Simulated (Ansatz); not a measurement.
MnS:

```xyz
2
Lattice="0.0000 2.6045 2.6045 2.6045 0.0000 2.6045 2.6045 2.6045 0.0000" Properties=species:S:1:pos:R:3 pbc="T T T"
Mn    0.0000    0.0000    0.0000
S     2.6045    2.6045    2.6045
```

- Program: Ansatz 0.2.0
- Task: relaxation of cell and atoms
- Functional: RPBE
- Dispersion: D4
- Potentials or basis: Ansatz PAW
- Cutoff: 420 eV (not typed: the program's choice for these potentials)
- k mesh: 9 × 9 × 9
- Occupations: fermi-dirac, width 0.05 eV
- Spin: collinear spin, ferromagnetic start
- Starting moments: [4.0, 0.0] μB

At the start: volume 17.67 Å³/atom.

Problem. How do energy, volume and symmetry change on relaxing?

Solution. It ends after 5 steps and the volume is 15.20 Å³/atom (-13.9 %); space group Fm-3m (No. 225, to 0.05 Å); moment 4.25 μB per cell.

The path:
```csv
step,energy change (eV),largest force (eV/Å),volume (Å³)
1,0.0000,0.0000,35.33
2,-0.0777,0.0000,32.82
3,-0.1020,0.0000,30.79
4,-0.1027,0.0000,30.41
5,-0.1007,0.0000,30.41
```

Final structure:
```
Mn S
1.0
     0.00000    2.47735    2.47735
     2.47735    0.00000    2.47735
     2.47735    2.47735    0.00000
Mn S
1 1
Direct
  0.00000 0.00000 0.00000
  0.50000 0.50000 0.50000
```

Caveat: the plane-wave basis is chosen anew once the cell has moved, so the energies of steps on either side of that aren't comparable; the volume moved by -14 % from the deposited cell, more than functionals usually miss; a cell with one magnetic atom can't hold antiferromagnetic order, which such compounds often take; pairwise dispersion overbinds metals, which lowers pressure and volume; the PAW data sets come from PBE, with cores solved anew for the run's functional, which leaves a small shift of forces and pressure.
